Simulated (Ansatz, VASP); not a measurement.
# WSe2: VASP beside Ansatz

Aim: how closely do two programs agree when they are given the same cell, functional and k mesh? The cell is taken from a series of runs on this material, whose earlier steps may have relaxed, scaled, displaced or heated it; both programs get it as it stands.

Program: Ansatz 0.2.0. Level of theory: plane waves, with VASP 6.6.1 beside it; G0W0 gap at PBEsol. Results are calculated unless marked as measured.

## Step 1: The starting structure

The cell holds 6 atoms: 4 Se and 2 W. Cell: a = 3.236 Å, b = 3.236 Å, c = 42.300 Å, α = 90.0°, β = 90.0°, γ = 120.0°. It derives from WSe2. Vacuum lies along c.

Structure file:

```
Se W
1.0
     3.23563    0.00000    0.00000
    -1.61782    2.80214    0.00000
     0.00000    0.00000   42.30000
Se W
4 2
Direct
  0.33333 0.66667 0.38686
  0.33333 0.66667 0.46633
  0.66667 0.33333 0.53367
  0.66667 0.33333 0.61314
  0.66667 0.33333 0.42659
  0.33333 0.66667 0.57341
```

## Step 2: VASP: G0W0 gap, PBEsol

Quasiparticle shifts depend on high empty states and on the cores, so they are the hardest test of two PAW sets.

Lines of VASP's logs that name or quote its potential files are left out, and so is its time.

The run reads the wave functions of an earlier VASP run, which isn't shown here.

File INCAR:

```
SYSTEM = WSe2
PREC = Accurate
ENCUT = 340
ISMEAR = 0
SIGMA = 0.01
LREAL = .FALSE.
GGA = PS
NBANDS = 230
LASPH = .TRUE.
ALGO = EVGW0
NELMGW = 1
ENCUTGW = 38
NOMEGA = 64
PRECFOCK = Fast
NBANDSGW = 34
LWAVE = .FALSE.
LCHARG = .FALSE.
```

File POSCAR:

```
WSe2
1.0
    3.2356349144      0.0000000000      0.0000000000
   -1.6178174572      2.8021420333      0.0000000000
    0.0000000000      0.0000000000     42.3000000000
Se W
4 2
Direct
    0.3333333333      0.6666666667      0.3868597119
    0.3333333333      0.6666666667      0.4663329842
    0.6666666667      0.3333333333      0.5336670158
    0.6666666667      0.3333333333      0.6131402881
    0.6666666667      0.3333333333      0.4265890927
    0.3333333333      0.6666666667      0.5734109073
```

File KPOINTS:

```
Automatic mesh
0
Gamma
6 6 1
0 0 0
```

The projector-augmented-wave data sets are Se_GW and W_sv_GW (PBE family, release 64).

Run with:

```
$ export OMP_NUM_THREADS=4
$ mpirun -np 1 vasp_std
```

Numbers of over 12 decimals in the logs are rounded to 6 here.

What it wrote:

```text
[banner, memory and clock lines left out]
running    1 mpi-ranks, on    1 nodes
 distrk:  each k-point on    1 cores,    1 groups
 distr:  one band on    1 cores,    1 groups
 Offloading initialized ...    1 GPUs detected
 POSCAR found type information on POSCAR SeW
 POSCAR found :  2 types and       6 ions
|                                                                             |
|               ----> ADVICE to this user running VASP <----                  |
|                                                                             |
|     You enforced a specific xc type in the INCAR file but a different       |
|     [... a line on the potential file left out ...]
|     I HOPE YOU KNOW WHAT YOU ARE DOING!                                     |
|                                                                             |

|                                                                             |
|           W    W    AA    RRRRR   N    N  II  N    N   GGGG   !!!           |
|           W    W   A  A   R    R  NN   N  II  NN   N  G    G  !!!           |
|           W    W  A    A  R    R  N N  N  II  N N  N  G       !!!           |
|           W WW W  AAAAAA  RRRRR   N  N N  II  N  N N  G  GGG   !            |
|           WW  WW  A    A  R   R   N   NN  II  N   NN  G    G                |
|           W    W  A    A  R    R  N    N  II  N    N   GGGG   !!!           |
|                                                                             |
|     The default for ENCUTGWSOFT is different in this version of VASP.       |
|     please manually set ENCUTGWSOFT =38 in the INCAR file.                  |
|                                                                             |

 LDA part: xc-table for (Slater+PW92), standard interpolation
 found WAVECAR, reading the header
 POSCAR, INCAR and KPOINTS ok, starting setup
 FFT: planning ... GRIDC
 FFT: planning ... GRID_SOFT
 FFT: planning ... GRID
 reading WAVECAR
 the WAVECAR file was read successfully
 initial charge from wavefunction
 available memory per node:   1601.48 GB, setting MAXMEM to   1639911

 The Fermi energy was updated, please check that it is located mid-gap
 values below the HOMO (VB) or above the LUMO (CB) will cause erroneous energies
 E-fermi :  -0.7302

 calculate exact exchange contribution
 the WAVEDER file was read successfully
|                                                                             |
|           W    W    AA    RRRRR   N    N  II  N    N   GGGG   !!!           |
|           W    W   A  A   R    R  NN   N  II  NN   N  G    G  !!!           |
|           W    W  A    A  R    R  N N  N  II  N N  N  G       !!!           |
|           W WW W  AAAAAA  RRRRR   N  N N  II  N  N N  G  GGG   !            |
|           WW  WW  A    A  R   R   N   NN  II  N   NN  G    G                |
|           W    W  A    A  R    R  N    N  II  N    N   GGGG   !!!           |
|                                                                             |
|     Automatic setting of frequency mesh for GW failed. Frequency mesh       |
|     properly not suitable for determining QP energies. Consider             |
|     increasing number of kpoints.                                           |
|                                                                             |

energies w=
    0.000    0.000    0.781    0.000    1.561    0.000    2.338    0.000
    3.110    0.000    3.876    0.000    4.635    0.000    5.386    0.000
    6.128    0.000    6.861    0.000    7.584    0.000    8.298    0.000
    9.002    0.000    9.697    0.000   10.384    0.000   11.063    0.000
   11.734    0.000   12.399    0.000   13.058    0.000   13.712    0.000
   14.363    0.000   15.012    0.000   15.660    0.000   16.308    0.000
   16.957    0.000   17.610    0.000   18.267    0.000   18.930    0.000
   19.601    0.000   20.281    0.000   20.973    0.000   21.679    0.000
   22.400    0.000   23.140    0.000   23.901    0.000   24.687    0.000
   25.499    0.000   26.343    0.000   27.222    0.000   28.141    0.000
   29.105    0.000   30.121    0.000   31.195    0.000   32.335    0.000
   33.550    0.000   34.852    0.000   36.254    0.000   37.770    0.000
   39.419    0.000   41.222    0.000   43.207    0.000   45.405    0.000
   47.859    0.000   50.618    0.000   53.748    0.000   57.333    0.000
   61.483    0.000   66.348    0.000   72.130    0.000   79.117    0.000
   87.729    0.000   98.602    0.000  112.749    0.000  131.890    0.000
 responsefunction array rank=     217
 LDA part: xc-table for (Slater+PW92), standard interpolation

 min. memory requirement per mpi rank   1114.7 MB, per node   1114.7 MB

 allocating  64 responsefunctions rank=   217
 shmem allocating  64 responsefunctions rank=   217
 response function shared by NCSHMEM nodes    1
 Doing            64  frequencies on each core in blocks of            64
NQ=   1    0.0000    0.0000    0.0000,
|.........|.........|.........|.........|.........|.........|.........|.........
 performed        491000 updates of chi_q(r,r)
 total number of BLAS operations        185.10 Gflops
NQ=   2    0.1667    0.0000    0.0000,
|.........|.........|.........|.........|.........|.........|.........|.........
 performed       1342000 updates of chi_q(r,r)
 total number of BLAS operations        505.72 Gflops
NQ=   3    0.3333    0.0000    0.0000,
|.........|.........|.........|.........|.........|.........|.........|.........
 performed       2193000 updates of chi_q(r,r)
 total number of BLAS operations        786.30 Gflops
NQ=   4    0.5000    0.0000    0.0000,
|.........|.........|.........|.........|.........|.........|.........|.........
 performed       2840000 updates of chi_q(r,r)
 total number of BLAS operations       1001.96 Gflops
NQ=   5    0.1667    0.1667    0.0000,
|.........|.........|.........|.........|.........|.........|.........|.........
 performed       3691000 updates of chi_q(r,r)
 total number of BLAS operations       1293.71 Gflops
NQ=   6    0.3333    0.1667    0.0000,
|.........|.........|.........|.........|.........|.........|.........|.........
 performed       4635000 updates of chi_q(r,r)
 total number of BLAS operations       1587.08 Gflops
NQ=   7    0.3333    0.3333    0.0000,
|.........|.........|.........|.........|.........|.........|.........|.........
 performed       5204000 updates of chi_q(r,r)
 total number of BLAS operations       1755.05 Gflops
 resolving degeneracies of screened two electron integrals

 calculate QP shifts <psi_nk| G(iteration)W_0 |psi_nk>: iteration 1
 entering main loop
```

Parts of OUTCAR (step 2):

```text
ion  position               nearest neighbor table
   1  0.333  0.667  0.387-   5 2.51   5 2.51   5 2.51
   2  0.333  0.667  0.466-   5 2.51   5 2.51   5 2.51
   3  0.667  0.333  0.534-   6 2.51   6 2.51   6 2.51
   4  0.667  0.333  0.613-   6 2.51   6 2.51   6 2.51
   5  0.667  0.333  0.427-   1 2.51   1 2.51   1 2.51   2 2.51   2 2.51   2 2.51
   6  0.333  0.667  0.573-   4 2.51   4 2.51   4 2.51   3 2.51   3 2.51   3 2.51

  LATTYP: Found a hexagonal cell.
 ALAT       =     3.2356349144
 C/A-ratio  =    13.0731683639

 Subroutine GETGRP returns: Found 12 space group operations
 (whereof 12 operations were pure point group operations)

The static configuration has the point symmetry D_3d.

 Found      7 irreducible k-points:

   k-points           NKPTS =      7   k-points in BZ     NKDIM =     36   number of bands    NBANDS=    230

   dimension x,y,z NGX =    20 NGY =   20 NGZ =  256
   dimension x,y,z NGXF=    40 NGYF=   40 NGZF=  512

   ENCUT  =  340.0 eV  24.99 Ry    5.00 a.u.   4.86  4.86 63.60*2*pi/ulx,y,z

   NELECT =      52.0000    total number of electrons

  energy-cutoff  :      340.00
  volume of cell :      383.52
      direct lattice vectors                 reciprocal lattice vectors
     3.235634914  0.000000000  0.000000000     0.309058354  0.178434924 -0.000000000
    -1.617817457  2.802142033  0.000000000     0.000000000  0.356869847  0.000000000
     0.000000000  0.000000000 42.300000000     0.000000000 -0.000000000  0.023640662

 k-points in reciprocal lattice and weights: Automatic mesh
   0.00000000  0.00000000  0.00000000       0.028
   0.16666667  0.00000000  0.00000000       0.167
   0.33333333  0.00000000  0.00000000       0.167
   0.50000000  0.00000000  0.00000000       0.083
   0.16666667  0.16666667  0.00000000       0.167
   0.33333333  0.16666667  0.00000000       0.333
   0.33333333  0.33333333  0.00000000       0.056

 E-fermi :  -0.7302

 QP shifts <psi_nk| G(iteration)W_0 |psi_nk>: iteration 1
 for sc-GW calculations column KS-energies equals QP-energies in previous step
 and V_xc(KS)=  KS-energies - (<T + V_ion + V_H > + <T+V_H+V_ion>^1  + <V_x>^1)
 k-point   1 :       0.0000    0.0000    0.0000
  band No.  KS-energies  QP-energies   sigma(KS)   V_xc(KS)     V^pw_x(r,r')   Z            occupation Imag(sigma)
    ...
     23      -2.6277      -2.3483     -14.6267     -14.9792     -16.3261       0.7924       2.0000       0.1478
     24      -2.6277      -2.3483     -14.6267     -14.9792     -16.3261       0.7924       2.0000       0.1478
     25      -2.2632      -2.0921     -13.5811     -13.7983     -14.9882       0.7879       2.0000       0.1454
     26      -1.2891      -0.9358     -14.1506     -14.5955     -15.2776       0.7940       2.0000       0.0924
     27       1.5267       2.7652     -12.6404     -14.1927      -9.8049       0.7979       0.0000      -0.1975
     28       1.5267       2.7652     -12.6404     -14.1927      -9.8049       0.7979       0.0000      -0.1975
     29       1.6133       2.8710     -12.5552     -14.1323      -9.6647       0.7975       0.0000      -0.2039
     30       1.6133       2.8710     -12.5552     -14.1323      -9.6647       0.7975       0.0000      -0.2039
    ...

 k-point   2 :       0.1667    0.0000    0.0000
  band No.  KS-energies  QP-energies   sigma(KS)   V_xc(KS)     V^pw_x(r,r')   Z            occupation Imag(sigma)
    ...
     23      -3.0040      -2.9832     -13.0793     -13.1054     -15.1722       0.7961       2.0000       0.1812
     24      -2.6799      -2.7234     -12.6659     -12.6113     -14.7180       0.7971       2.0000       0.1770
     25      -2.3113      -2.0958     -13.9093     -14.1836     -15.4072       0.7859       2.0000       0.1497
     26      -1.9608      -1.6673     -14.0139     -14.3846     -15.4010       0.7919       2.0000       0.1246
     27       0.5395       1.6451     -12.1317     -13.5132      -9.4029       0.8003       0.0000      -0.1726
     28       0.8395       1.9798     -12.2243     -13.6522      -9.4147       0.7987       0.0000      -0.1899
     29       1.0928       2.3584     -12.7731     -14.3526      -9.7481       0.8012       0.0000      -0.1906
     30       1.1504       2.3450     -12.7144     -14.2174     -10.0028       0.7948       0.0000      -0.1936
    ...

 k-point   3 :       0.3333    0.0000    0.0000
  band No.  KS-energies  QP-energies   sigma(KS)   V_xc(KS)     V^pw_x(r,r')   Z            occupation Imag(sigma)
    ...
     23      -2.9698      -2.8205     -13.5793     -13.7693     -15.3356       0.7864       2.0000       0.1884
     24      -2.7741      -2.5799     -13.7798     -14.0263     -15.5086       0.7877       2.0000       0.1739
     25      -2.7007      -2.6021     -13.4845     -13.6087     -15.5713       0.7938       2.0000       0.1782
     26      -2.5618      -2.4298     -13.6217     -13.7875     -15.6376       0.7961       2.0000       0.1689
     27       0.4422       1.5883     -12.8903     -14.3335      -9.9630       0.7941       0.0000      -0.1828
     28       0.8245       2.1083     -13.9025     -15.5357     -10.9456       0.7861       0.0000      -0.2002
     29       0.8749       2.0483     -12.8509     -14.3316      -9.8136       0.7925       0.0000      -0.2082
     30       0.9801       2.2804     -13.9196     -15.5746     -10.9323       0.7857       0.0000      -0.2098
    ...

 k-point   4 :       0.5000    0.0000    0.0000
  band No.  KS-energies  QP-energies   sigma(KS)   V_xc(KS)     V^pw_x(r,r')   Z            occupation Imag(sigma)
    ...
     23      -2.6825      -2.6437     -12.9977     -13.0465     -14.7802       0.7949       2.0000       0.1678
     24      -2.5782      -2.4656     -13.3497     -13.4916     -15.0637       0.7933       2.0000       0.1611
     25      -2.4471      -2.4061     -12.9180     -12.9692     -14.9662       0.8007       2.0000       0.1655
     26      -2.2202      -2.1415     -13.0439     -13.1421     -15.0242       0.8015       2.0000       0.1540
     27       1.1039       2.5111     -15.0686     -16.8801     -11.7446       0.7769       0.0000      -0.2398
     28       1.1360       2.5444     -15.0497     -16.8630     -11.7069       0.7768       0.0000      -0.2431
     29       1.2211       2.4353     -13.2754     -14.8151      -9.9441       0.7886       0.0000      -0.2406
     30       1.5317       2.8362     -14.0468     -15.7139     -10.5873       0.7824       0.0000      -0.2729
    ...

[... 3 further parts left out ...]
```

This run has no spin polarisation, so a moment on W, if there is one, isn't seen.

[end of part 1 of 2]

[Lines on the potential files, build, host, timing and source positions are cut from VASP's logs without a mark.]

[Logs are printed without paths, hosts, clocks, repeated set-up lines and the standing remarks that a program may print on its own settings, such as how far it seeks lower states.]

[Hosts, paths, dates, database ids (printed as entryN), source tags and the programs' standing remarks are cut or masked in the printed files.]
